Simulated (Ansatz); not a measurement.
Runs of Ansatz 0.2.0 on Al2Pt. It takes space group Fm-3m (No. 225, cubic). Conventional cell: a = 5.910 Å, b = 5.910 Å, c = 5.910 Å, α = 90.00°, β = 90.00°, γ = 90.00°. Pt (site symmetry m-3m) has 8 Al at 2.56 Å as nearest neighbours. Around Al (site symmetry -43m) lie 4 Pt at 2.56 Å. 

| task | level | cutoff (eV) | basis error allowed | gap on the mesh (eV) | pressure (GPa) | V0 of scaled cells (Å³/atom) | B0 (GPa) |
| --- | --- | --- | --- | --- | --- | --- | --- |
| band structure | PBEsol | 236 | 0.002 eV/atom | - | -0.9 | - | - |
| single point | PBEsol | 257 | 0.001 eV/atom | none | -0.9 | - | - |
| single point | PBE | 257 | 0.001 eV/atom | none | 2.5 | - | - |
| equation of state | PBEsol | - | 0.002 eV/atom | - | - | 17.08 | 138 |
| band structure | LDA | 236 | 0.002 eV/atom | - | (a) | - | - |
| equation of state | PBEsol | - | 0.001 eV/atom | - | - | 17.08 | 138 |
| band structure | PBE | 236 | 0.002 eV/atom | - | 2.5 | - | - |
| equation of state | LDA | - | 0.002 eV/atom | - | - | 16.71 | 145 |

Alike in all rows: potentials or basis all-electron LAPW, scalar-relativistic; no spin polarisation; cell as given; k mesh 8 × 8 × 8; smearing fermi-dirac 0.05 eV.

Problem. Estimate the missing entries.

Solution. (a) -3.9.

A k mesh can miss the band edges, and the runs leave out spin-orbit coupling on Pt.

A gap of «none» marks a metal or a gap under the smearing width.

Not every run made on this cell is shown here.
